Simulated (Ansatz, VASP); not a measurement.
**BAs: VASP beside Ansatz**

File INCAR:

```
ALGO     = Normal         # electronic algorithm
EDIFF    = 1E-8           # SCF threshold, eV
ENCUT    = 520            # plane-wave cutoff, eV
GGA      = PE             # functional
ISIF     = 2              # what is computed and relaxed
ISMEAR   = -1             # smearing method
LASPH    = T              # aspherical terms in the spheres
LCHARG   = F              # write CHGCAR
LEFG     = T            
LREAL    = F              # projectors in reciprocal space
LWAVE    = F              # write WAVECAR
NBANDS   = 11             # bands
NELM     = 100            # most SCF steps
PREC     = Accurate       # precision mode
SIGMA    = 0.05           # smearing width, eV
```

The input KPOINTS:

```
k-points
0
Gamma
  9 9 9
```

File POSCAR:

```
BAs
1.0
    2.9343700000      0.0000000000      0.0000000000
    0.0000000000      2.9343700000      0.0000000000
    0.0000000000      0.0000000000      2.9343700000
B As
1 1
Direct
    0.5000000000      0.5000000000      0.5000000000
    0.0000000000      0.0000000000      0.0000000000
```

Contents of input.yaml:

```yaml
crystal:
  lattice:
    - [2.93437, 0.0, 0.0]
    - [0.0, 2.93437, 0.0]
    - [0.0, 0.0, 2.93437]
  atoms:
    - { symbol: B, position: [0.5, 0.5, 0.5] }
    - { symbol: As, position: [0.0, 0.0, 0.0] }
kpoints:
  mp_grid: { grid: [9, 9, 9] }
scf:
  occupations: { method: fermi_dirac, width: 0.05 }
hamiltonian:
  xc: pbe
  pseudopotentials: { kind: all_electron, datasets: crystal }
output:
  forces: true
  stress: true
  eigenvalues: true
  efg: {}
```

The cell was built by a generator and needn't be a form met in nature.

Alike in both runs: task electric field gradients; functional PBE; k mesh 9 × 9 × 9; occupations fermi-dirac, width 0.05 eV; no spin polarisation.

|  | VASP | Ansatz |
| --- | --- | --- |
| version | VASP 6.6.1 | Ansatz 0.2.0 |
| potentials or method | VASP PAW PBE potentials, release 64 (B, As) | all-electron PAW datasets made for the crystal |
| plane-wave cutoff (eV) | 520 | see its input |

|  | VASP | Ansatz | Ansatz less VASP |
| --- | --- | --- | --- |
| gap on the k mesh at the Fermi level (eV) | none | none | - |
| pressure (GPa) | 0.5 | 0.4 | -0.15 |
| Vzz of the field gradient on the site that differs most (V/Å²) | 0.0 | 0.0 | 0.00 |

A gap of «none» marks a metal or a gap that the smearing closes. Ansatz ran all-electron here, so the differences hold the error of VASP's frozen core and of both bases.
